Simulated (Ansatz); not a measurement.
Simulated (Ansatz). Plane-wave DFT: an element X is put into a periodic supercell of the crystal below and the atoms relax. X is one of the candidates, and is told by the neutral defect's formation energy over the elements (uncorrected), its moments where the run had spin, and its relaxed neighbours, eight at most.

```
cell
1.0
     3.2794    0.0000    0.0000
    -1.6397    2.8400    0.0000
     0.0000    0.0000    5.2932
Zn O
2 2
Direct
  0.6667 0.3333 0.5006
  0.3333 0.6667 0.0006
  0.6667 0.3333 0.8797
  0.3333 0.6667 0.3797
```

host atoms in supercell: 36
functional: PBE
wave cutoff: 420 eV
k mesh: 2, 2, 2
k shift: 0.5, 0.5, 0.5 mesh steps
gaussian smearing: 0.02 eV
start displacement: 0.05 angstrom
electrons started on: no chosen atoms
candidate elements: H, C, Mg, Sc, Nb, Bi
found formation energy: 2.328 eV
found moment change of cell: 1 muB
found absolute moment of cell: 1.1 muB
found largest move from host sites: 0.522 angstrom
found added atom moment: 0.36 muB

```csv
supercell vector,supercell times a (host cell vectors),supercell times b (host cell vectors),supercell times c (host cell vectors)
A,-1,-2,-1
B,-1,1,-1
C,2,1,-1
```

```tsv
change element	change kind	change place a (host cell vectors)	change place b (host cell vectors)	change place c (host cell vectors)
X	interstitial	0	0	-2.7917
```

```json
{"found neighbour element": "Zn", "found neighbour distance (angstrom)": "1.937"}
{"found neighbour element": "Zn", "found neighbour distance (angstrom)": "1.938"}
{"found neighbour element": "Zn", "found neighbour distance (angstrom)": "1.938"}
{"found neighbour element": "O", "found neighbour distance (angstrom)": "2.331"}
{"found neighbour element": "O", "found neighbour distance (angstrom)": "2.331"}
{"found neighbour element": "O", "found neighbour distance (angstrom)": "2.331"}
{"found neighbour element": "O", "found neighbour distance (angstrom)": "2.383"}
{"found neighbour element": "O", "found neighbour distance (angstrom)": "2.383"}
```

**Question.** Which element is X?

**Answer.** H.

Caveats: one random start near the defect, so other minima are possible; the supercell is small.
